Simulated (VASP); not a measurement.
SnSe: relaxation of cell and atoms with PBEsol

SnSe:

```
CELL_PARAMETERS angstrom
3.60684 0.00000 0.00000
0.00000 3.60684 0.00000
0.00000 0.00000 3.60684
ATOMIC_POSITIONS crystal
Sn 0.50000 0.50000 0.50000
Se 0.00000 0.00000 0.00000
```

Measurements of this composition are mostly on another form, of space group No. 62.

* Program: VASP 6.6.1
* Task: relaxation of cell and atoms
* Functional: PBEsol
* Potentials or basis: VASP PAW PBE potentials, release 64 (Sn_d, Se)
* Cutoff: 600 eV
* k mesh: 8 × 8 × 8
* Occupations: gaussian, width 0.03 eV
* Spin: no spin polarisation
* Further INCAR settings: ALGO = Normal; EDIFF = 1e-07; IBRION = 2; EDIFFG = -0.005; NSW = 90; ISIF = 3

```
Pressure after relaxing : 0.0 GPa
Band gap on the k mesh  : none (metal or under the smearing width)
```

Final structure:
```
Sn Se
1.0
     3.60684    0.00000    0.00000
     0.00000    3.60684    0.00000
     0.00000    0.00000    3.60684
Sn Se
1 1
Cartesian
  1.8034 1.8034 1.8034
  0.0000 0.0000 0.0000
```

Levels at points of the mesh, in eV from the Fermi level:
```
           k point  band 6  band 7  band 8  band 9  band 10  band 11  band 12  band 13  band 14
(0.00, 0.00, 0.00)  -14.10   -5.62   -2.02   -2.02    -2.02     4.23     4.23     6.46     6.46
(0.50, 0.00, 0.00)  -12.96   -8.69   -0.63   -0.63    -0.08     0.62     3.17     3.17     6.21
(0.50, 0.50, 0.00)  -12.16   -6.15   -5.37   -5.37    -0.18     4.29     4.29     5.00     6.51
(0.50, 0.50, 0.50)  -11.71   -4.37   -3.24   -3.24    -3.24    -1.29    -1.29    -1.29    14.54
```

It took 15 s on 1 thread of Intel(R) Xeon(R) Platinum 8488C (Sapphire Rapids), on a shared host, peak memory 0.18 GiB.

Caveat: the relaxation stopped at its first step, so nothing moved; the PAW data sets were made with another functional, which shifts forces and pressure a little.
